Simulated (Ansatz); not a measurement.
The cell comes from COD entry 1010539, which wasn't checked; take it as a given geometry. It differs from other determinations.

A run on CdTe: DFT, PBE, all-electron LAPW, scalar-relativistic (Ansatz 0.2.0). The input:

```yaml
crystal:
  lattice:
    - [0.0, 3.205, 3.205]
    - [3.205, 0.0, 3.205]
    - [3.205, 3.205, 0.0]
  atoms:
    - { symbol: Cd, position: [0.0, 0.0, 0.0] }
    - { symbol: Te, position: [0.75, 0.75, 0.75] }
kpoints:
  mp_grid: { grid: [10, 10, 10] }
scf:
  occupations: { method: fermi_dirac, width: 0.08 }
hamiltonian:
  xc: pbe
  pseudopotentials:
    kind: all_electron
    lapw: { basis_error: 0.00025, muffin_tin_radii: { Cd: 1.554, Te: 1.554 } }
output:
  forces: true
  stress: true
  eigenvalues: true
```

Is the run sound, and if not, why?

No. The program refused the input. The typed spheres overlap: twice 1.554 Å exceeds the shortest distance, 2.776 Å; smaller radii, or none typed, cure it. It says:
```
Error: `kind: all_electron` solves this crystal on LAPW (the input types lapw, or this build lists no dataset of some species for it), and no LAPW basis is found for it: the given muffin-tin radii of Cd and Te, or the smallest supported ones, add up to 3.108 Å, and 2.776 Å are free between these atoms; give smaller radii, or leave one out; where each species has a listed dataset, leave lapw and dirac_shells out and run without spin–orbit coupling, or set another kind (and leave the keys of all_electron out)
```
